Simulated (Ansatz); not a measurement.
# Every step of a relaxation of Ag (beta tin type)

DFT, PBE, PAW with Ansatz's default frozen-core files, scalar-relativistic (Ansatz 0.2.0); a Γ-centred 20×20×20 k mesh, Fermi–Dirac smearing of 0.08 eV, no spin polarisation. The run relaxes cell and atoms at a target pressure of 790 GPa.

Command: `ansatz run input.yaml --threads 1 --pin off --max-ram 3584MiB --backend cpu --events-out ev --progress --plain --runs-dir out` It took 87 s on 1 thread of Arm Neoverse V1 (shared host), peak memory 0.48 GiB.

```yaml
crystal:
  lattice:
    - [-1.9126128898, 1.9126128898, 1.0519370894]
    - [1.9126128898, -1.9126128898, 1.0519370894]
    - [1.9126128898, 1.9126128898, -1.0519370894]
  atoms:
    - { symbol: Ag, position: [-0.375, -0.125, -0.25] }
    - { symbol: Ag, position: [0.375, 0.125, 0.25] }
kpoints:
  mp_grid: { grid: [20, 20, 20] }
scf:
  occupations: { method: fermi_dirac, width: 0.08 }
hamiltonian:
  xc: pbe
  pseudopotentials: { kind: paw }
output:
  forces: true
  stress: true
  eigenvalues: true
relax:
  f_tol: 0.005
  max_steps: 40
  cell: { p_target: 790.0, stress_tol: 0.395 }
```

Each step lists its enthalpy F + pV a cell above the last geometry, the pressure, the cell vectors (Å), and Cartesian positions (Å) with forces (eV/Å).

The first step:

```
step 1  dH = 290.95 meV  P = 892.0 GPa
  cell -1.9126 1.9126 1.0519  1.9126 -1.9126 1.0519  1.9126 1.9126 -1.0519
  Ag 0.0000 -0.9563 -0.2630   0.0000 0.0000 0.0000
  Ag 0.0000 0.9563 0.2630   0.0000 0.0000 0.0000
```

Question: Where does the relaxation end, and by which steps?

Answer: After 5 geometries, with conventional a, b, c = 3.912, 3.912, 2.079 Å, at 7.956 Å³/atom (+3.38 % against the start) in space group I4_1/amd, with a shortest distance of 2.024 Å. The further steps:
```
step 2  dH = 518.24 meV  P = 635.9 GPa  (not accepted)
  cell -2.0060 2.0060 1.0491  2.0060 -2.0060 1.0491  2.0060 2.0060 -1.0491
  Ag 0.0000 -1.0030 -0.2623   0.0000 0.0000 0.0000
  Ag 0.0000 1.0030 0.2623   0.0000 0.0000 0.0000
step 3  dH = 4.59 meV  P = 775.3 GPa
  cell -1.9580 1.9580 1.0430  1.9580 -1.9580 1.0430  1.9580 1.9580 -1.0430
  Ag 0.0000 -0.9790 -0.2608   0.0000 0.0000 0.0000
  Ag 0.0000 0.9790 0.2608   0.0000 0.0000 0.0000
step 4  dH = 0.02 meV  P = 789.4 GPa
  cell -1.9563 1.9563 1.0396  1.9563 -1.9563 1.0396  1.9563 1.9563 -1.0396
  Ag 0.0000 -0.9782 -0.2599   0.0000 0.0000 0.0000
  Ag 0.0000 0.9782 0.2599   0.0000 0.0000 0.0000
step 5  dH = 0.00 meV  P = 790.0 GPa
  cell -1.9561 1.9561 1.0397  1.9561 -1.9561 1.0397  1.9561 1.9561 -1.0397
  Ag 0.0000 -0.9780 -0.2599   0.0000 0.0000 0.0000
  Ag 0.0000 0.9780 0.2599   0.0000 0.0000 0.0000
step 6  dH = -1.36 meV  P = 789.9 GPa  (same geometry on a basis chosen anew; earlier energies don't compare to the last digit)
  cell -1.9561 1.9561 1.0397  1.9561 -1.9561 1.0397  1.9561 1.9561 -1.0397
  Ag 0.0000 -0.9780 -0.2599   0.0000 0.0000 0.0000
  Ag 0.0000 0.9780 0.2599   0.0000 0.0000 0.0000
```
